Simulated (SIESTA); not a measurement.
Here is a SIESTA 5.4.2 calculation.

Contents of run.py:

```python
from ase.io import read
from ase.calculators.siesta import Siesta
from ase.units import Ry, GPa
from ase.calculators.mixing import SumCalculator
from dftd4.ase import DFTD4

atoms = read("Mn.xyz")

fdf = {
    'SCFMustConverge': False,
    'DM.InitSpin': ['  1   4.000', '  2   4.000', '  3   4.000', '  4   4.000', '  5   4.000', '  6   4.000'],
    'OccupationFunction': 'FD',
    'ElectronicTemperature': '0.05 eV',
    'Slab.DipoleCorrection': 'vacuum',
    'MaxSCFIterations': '200',
    'SCF.Mixer.Method': 'Pulay',
    'SCF.Mixer.Weight': '0.1',
    'SCF.Mixer.History': '10',
    'SCF.DM.Tolerance': '5.0e-05',
    'SCF.H.Tolerance': '1.0e-03 eV',
    'WriteForces': 'true',
    'Charge.Mulliken': 'end',
    'Charge.Hirshfeld': 'end',
    'Charge.Voronoi': 'end',
    'SaveRho': 'true',
    'SaveElectrostaticPotential': 'true',
    'PAO.Basis': ['Mn.1 5', 'n=3 0 2', '  2.732 0.000', 'n=4 0 2', '  7.626 0.000', 'n=3 1 2', '  3.070 0.000', 'n=4 1 1', '  7.626', 'n=3 2 2', '  5.108 0.000'],
}
calc = Siesta(
    label="Mn",
    command="siesta < PREFIX.fdf > PREFIX.out",
    pseudo_path="pseudos",
    pseudo_qualifier="",
    xc=('GGA', 'PBE'),
    basis_set="DZP",
    mesh_cutoff=800 * Ry,
    energy_shift=0.003 * Ry,
    kpts=[10, 10, 1],
    spin="collinear",
    fdf_arguments=fdf,
)
disp = DFTD4(method="PBE")
atoms.calc = SumCalculator([calc, disp])

print(f"energy = {atoms.get_potential_energy():.6f} eV")
free = (calc.get_potential_energy(atoms, force_consistent=True) + disp.get_potential_energy(atoms))
print(f"free energy = {free:.6f} eV")
print("forces (eV/A):")
print(atoms.get_forces(apply_constraint=False).round(6))
print("stress (GPa, Voigt order, tension positive):", (atoms.get_stress() / GPa).round(4))
```

File Mn.xyz:

```xyz
6
Lattice="2.6682242691 -0.0000000000 0.0000000000 -0.8894080897 2.5156259658 -0.0000000000 0.0000000000 0.0000000000 25.8929799642" Properties=species:S:1:pos:R:3 pbc="T T T"
Mn     0.8894080897      1.2578129829      7.5000000000
Mn     0.0000000000      0.0000000000      9.6785959928
Mn     0.8894080897      1.2578129829     11.8571919857
Mn     0.0000000000      0.0000000000     14.0357879785
Mn     0.8894080897      1.2578129829     16.2143839713
Mn     0.0000000000      0.0000000000     18.3929799642
```

Potentials or basis: PseudoDojo 0.4 standard (PBE files), DZP (energy shift 0.003 Ry; two zetas on semicore shells).

Launch:

```console
$ python run.py
```

Question: What does it give for the largest force?

Answer: 0.336 eV/Å.

Question: Predict the site moments.

Answer: Mn +4.00, +3.46, +3.48 μB.

Question: What does it give for the work function?

Answer: 3.85 eV.

Question: Estimate the band gap on the k mesh.

Answer: None (metal or under the smearing width).

Forces on the atoms (eV/Å):
```
Mn   0.000  0.000  0.336
Mn   0.000  0.000 -0.191
Mn   0.000  0.000  0.016
Mn   0.000  0.000 -0.016
Mn   0.000  0.000  0.191
Mn   0.000  0.000 -0.336
```

Caveat: short orbitals over semicore shells can move pressures by several GPa; the cell was measured hot, at 1413 K; the basis of atomic orbitals isn't converged, which shifts pressures, moduli and gaps.
